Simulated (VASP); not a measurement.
From VASP inputs to Ansatz: BaF₂ (strained fluorite)

INCAR

```
PREC = Accurate
SIGMA = 0.02
IBRION = -1
LREAL = .FALSE.
ISIF = 2
EDIFF = 1E-7
NSW = 0
ENCUT = 520
LASPH = .TRUE.
LCHARG = .FALSE.
ISMEAR = -1
LWAVE = .FALSE.
NBANDS = 19
GGA = PE
NELM = 120
```

KPOINTS

```
KPOINTS created by Atomic Simulation Environment
0
Gamma
8 8 8
0 0 0
```

KPOINTS_OPT

```
special points
7
Reciprocal
0.0000000000 0.0000000000 0.0000000000 1
0.5000000000 0.0000000000 0.5000000000 1
0.6250000000 0.2500000000 0.6250000000 1
0.3750000000 0.3750000000 0.7500000000 1
0.5000000000 0.5000000000 0.5000000000 1
0.5000000000 0.2500000000 0.7500000000 1
0.2500000000 0.2500000000 0.4687500000 1
```

POSCAR

```
Ba F
 1.0000000000000000
    -0.1032387924000000    2.9939249796000000    2.9939249796000000
     2.9939249796000000   -0.1032387924000000    2.9939249796000000
     2.9939249796000000    2.9939249796000000   -0.1032387924000000
 Ba  F
   1   2
Cartesian
  0.0000000000000000 -0.0000000000000000 -0.0000000000000000
  1.5013484315669303  1.5013484315669303  1.5013484315669305
  4.3832627352330702  4.3832627352330702  4.3832627352330693
```

VASP ran with the recommended PBE PAW datasets (24 valence electrons in the cell).

**Question.** Translate these files to an Ansatz input.

**Answer.** 

```yaml
crystal:
  lattice:
    - [-0.1032387924, 2.9939249796, 2.9939249796]
    - [2.9939249796, -0.1032387924, 2.9939249796]
    - [2.9939249796, 2.9939249796, -0.1032387924]
  atoms:
    - { symbol: Ba, position: [0.0, 0.0, 0.0] }
    - { symbol: F, position: [0.2551312889, 0.2551312889, 0.2551312889] }
    - { symbol: F, position: [0.7448687111, 0.7448687111, 0.7448687111] }
kpoints:
  mp_grid: { grid: [8, 8, 8] }
  band_path:
    path:
      - [0.0, 0.0, 0.0]
      - [0.5, 0.0, 0.5]
      - [0.625, 0.25, 0.625]
      - [0.375, 0.375, 0.75]
      - [0.5, 0.5, 0.5]
      - [0.5, 0.25, 0.75]
      - [0.25, 0.25, 0.46875]
    npoints: 1
hamiltonian:
  xc: pbe
scf:
  occupations: { method: fermi_dirac, width: 0.02 }
  n_extra_bands: 4
output:
  forces: true
  stress: true
  eigenvalues: true
```

Other inputs would serve too.

Each program uses its own PAW datasets. VASP's cell holds 24 valence electrons and Ansatz's 24. Ansatz's stress includes a Pulay correction; VASP's doesn't.
